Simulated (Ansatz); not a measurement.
Crystal: N, diamond type, 2 atoms in the cell.

Theory: r²SCAN, plane waves, PAW datasets (generated hard set) in Ansatz.

Cutoff 700 eV; k-mesh 14×14×14 Γ-centred; Fermi–Dirac smearing of 0.1 eV; no spin polarisation.

```json
{"V (Å³/atom)": "8.443", "a (Å)": "4.0725", "E − E(min) (meV/atom)": "18.83", "P (GPa)": "11.70"}
{"V (Å³/atom)": "8.718", "a (Å)": "4.1163", "E − E(min) (meV/atom)": "4.30", "P (GPa)": "5.35"}
{"V (Å³/atom)": "8.994", "a (Å)": "4.1592", "E − E(min) (meV/atom)": "0.00", "P (GPa)": "-0.23"}
{"V (Å³/atom)": "9.269", "a (Å)": "4.2012", "E − E(min) (meV/atom)": "4.71", "P (GPa)": "-5.15"}
{"V (Å³/atom)": "9.544", "a (Å)": "4.2424", "E − E(min) (meV/atom)": "17.34", "P (GPa)": "-9.45"}
```

**Question.** Fit a third-order Birch–Murnaghan equation of state to the energies.

**Answer.** V₀ = 8.981 Å³/atom (a₀ = 4.157 Å), B₀ = 172 GPa, B₀′ = 3.21.

The stress includes the program's correction for the finite plane-wave basis.

This cubic structure is a model: it isn't the usual form of the substance at ambient conditions, and such phases are metastable or hypothetical. Potentials made with PBE were used with another functional.
